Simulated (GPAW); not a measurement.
Write an ASE script for GPAW 26.7.0 that does the following.

```yaml
Task: single point
Functional: PBE
Potentials_or_basis: GPAW PAW data sets (gpaw-data 1.2.1)
Cutoff: 600 eV
Basis: pw
k_mesh: 9 × 9 × 9
Occupations: fermi-dirac, width 0.05 eV
Spin: no spin polarisation
Maxiter: 50
```

Bi:

```xyz
2
Lattice="2.2675 1.3091 3.9380 -2.2675 1.3091 3.9380 0.0000 -2.6183 3.9380" Properties=species:S:1:pos:R:3 pbc="T T T"
Bi    0.0000    0.0000    9.0495
Bi    0.0000    0.0000    2.7645
```

One way to write it, as run:

run.py

```python
from ase.dft.bandgap import bandgap
from ase.io import write
from ase.spacegroup import crystal
from ase.units import GPa
from gpaw import GPAW, PW

# Bi 6c
atoms = crystal(['Bi'],
                basis=[[0.0, 0.0, 0.766]],
                spacegroup=166, setting=1,  # R-3m
                cellpar=[4.535, 4.535, 11.814, 90.0, 90.0, 120.0],
                primitive_cell=True)

calc = GPAW(mode=PW(600),
            xc='PBE',
            kpts={'size': (9, 9, 9), 'gamma': True},
            occupations={'name': 'fermi-dirac', 'width': 0.05},
            nbands=25,
            convergence={'density': 1e-05, 'energy': 1e-05},
            maxiter=50,
            txt='gpaw.txt')
atoms.calc = calc
energy = atoms.get_potential_energy()
forces = atoms.get_forces()
stress = atoms.get_stress()
calc.write('gs.gpw')
write('result.traj', atoms)
print(f'Energy: {energy:.6f} eV')
print('Forces (eV/A):')
print(forces.round(4))
print('Stress (GPa):', (stress / GPa).round(3))
print('Fermi level:', round(calc.get_fermi_level(), 4), 'eV')
print(f'Gap: {bandgap(calc)[0]:.4f} eV, direct: {bandgap(calc, direct=True)[0]:.4f} eV')
```

Potentials or basis: GPAW PAW data sets (gpaw-data 1.2.1), pw.

Command:

```console
$ OMP_NUM_THREADS=1 python run.py
```

Results of the run:

| Quantity | Value |
| --- | --- |
| Pressure | 2.1 GPa |
| Largest force | 0.208 eV/Å |
| Band gap on the k mesh | 0.05 eV, indirect (least direct gap 0.42 eV) |

Caveat: spin-orbit coupling is left out, which as a rule narrows the gap of such compounds by several tenths of an eV; an odd mesh through Γ misses points on the zone boundary, where band edges often lie.

Wall time 110 s on 1 thread of Arm Neoverse V1, with other jobs on the host, peak memory 0.26 GiB.
